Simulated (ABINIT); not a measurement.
## Cu in ABINIT: the effect of functional

Crystal: Cu.

```
Cu
1.0
     0.00000    1.80750    1.80750
     1.80750    0.00000    1.80750
     1.80750    1.80750    0.00000
Cu
1
Direct
  0.00000 0.00000 0.00000
```

Alike in all runs:

| Item | Value |
| --- | --- |
| Program | ABINIT 10.8.3 (patched build) |
| Task | single point |
| Potentials or basis | JTH PAW PBE v2.0 |
| Cutoff | 844 eV |
| k mesh | 13 × 13 × 13 |
| Occupations | fermi-dirac, width 0.05 eV |
| Spin | no spin polarisation |

```csv
functional,pressure (GPa)
LDA,-12.0
PBEsol,-6.8
RPBE,5.4
BLYP,10.0
AM05,-7.1
r2SCAN,-4.8
SCAN,-6.7
revPBE,4.2
PW91,1.1
WC,?
```

Task: What does the run with functional WC give?

Result: Pressure -5.9 GPa.

Caveats: the PAW data sets were made with another functional, which shifts forces and pressure a little.

Runs at the PBE level aren't shown here.
